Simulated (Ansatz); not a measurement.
Crystal: Mo.

```
Mo
1.0
    -1.58381    1.58381    1.58381
     1.58381   -1.58381    1.58381
     1.58381    1.58381   -1.58381
Mo
1
Direct
  0.00000 0.00000 0.00000
```

Base run:

```yaml
Program: Ansatz 0.2.0
Functional: RPBE
Potentials_or_basis: all-electron LAPW, scalar-relativistic
Cutoff: 249 eV (chosen from the basis error)
Basis_error_allowed: 0.001 eV/atom
k_mesh: 12 × 12 × 12
Occupations: fermi-dirac, width 0.05 eV
Spin: no spin polarisation
```

Its results: pressure 1.5 GPa.

**Question.** The run is repeated on the same cell with these changes: functional from RPBE to PBE; occupations from fermi-dirac, width 0.05 eV to gaussian, width 0.017 eV. What comes out?

**Answer.** Pressure -1.9 GPa.
